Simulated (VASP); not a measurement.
Ca, 1 atom in the cell. It takes space group Im-3m (No. 229, cubic). The conventional cell has a = 4.480 Å, b = 4.480 Å, c = 4.480 Å, α = 90.00°, β = 90.00°, γ = 90.00°. Around Ca (site symmetry m-3m) lie 8 Ca at 3.88 Å. This isn't the form of Ca at room conditions, which is fcc.

- Program: VASP 6.6.1
- Task: single point
- Functional: PBE
- Potentials or basis: VASP PAW PBE potentials, release 64 (Ca_pv)
- Cutoff: 500 eV
- k mesh: 8 × 8 × 8
- Occupations: gaussian, width 0.05 eV
- Spin: no spin polarisation
- Further INCAR settings: ALGO = Fast; EDIFF = 1.00e-07; NBANDS = 10

Potentials or basis: VASP PAW PBE potentials, release 64 (Ca_pv).

Run with:

```sh
$ python run.py
```

Hardware: 1 thread of Intel(R) Xeon(R) Platinum 8488C (Sapphire Rapids), on a shared host.

Task: Estimate the wall time of this run.

Result: Wall time 19 s on 1 thread of Intel(R) Xeon(R) Platinum 8488C (Sapphire Rapids), with other jobs on the host, peak memory 0.15 GiB. Counts: scf iterations 14, k points 29.
